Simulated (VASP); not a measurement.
A run of VASP 6.6.1:

INCAR

```
ALGO = Normal
EDIFF = 1E-7
EDIFFG = -0.005
ENCUT = 600
GGA = PE
IBRION = 2
ISIF = 3
ISMEAR = 1
LASPH = T
LCHARG = F
LREAL = F
LWAVE = F
NELM = 80
NSW = 90
PREC = Accurate
SIGMA = 0.1
```

The input KPOINTS:

```
k-points
0
Gamma
  18 18 8
```

File POSCAR:

```
Zn                                      
1.0
    2.6342133679      0.0000000000      0.0000000000
   -1.3171066840      2.2812956956      0.0000000000
   -0.0000000000      0.0000000000      5.1170851719
  Zn            
     2
Direct
     0.3333333332999970    0.6666666667000030    0.2500000000000000
     0.6666666667000030    0.3333333332999970    0.7500000000000000
```

Potentials or basis: VASP PAW PBE potentials, release 64 (Zn).

Run with:

```bash
$ cat potpaw_PBE.64/Zn/POTCAR > POTCAR
$ mpirun -np 1 vasp_std > vasp.out
```

Hardware: 1 thread of Intel(R) Xeon(R) Platinum 8488C (Sapphire Rapids), with other jobs on the host.

Problem. How long does it take, and how much memory?

Solution. It took 91 s on 1 thread of Intel(R) Xeon(R) Platinum 8488C (Sapphire Rapids) (shared host), peak memory 0.23 GiB. Counts: scf iterations 20, k points 185, ion steps 2.
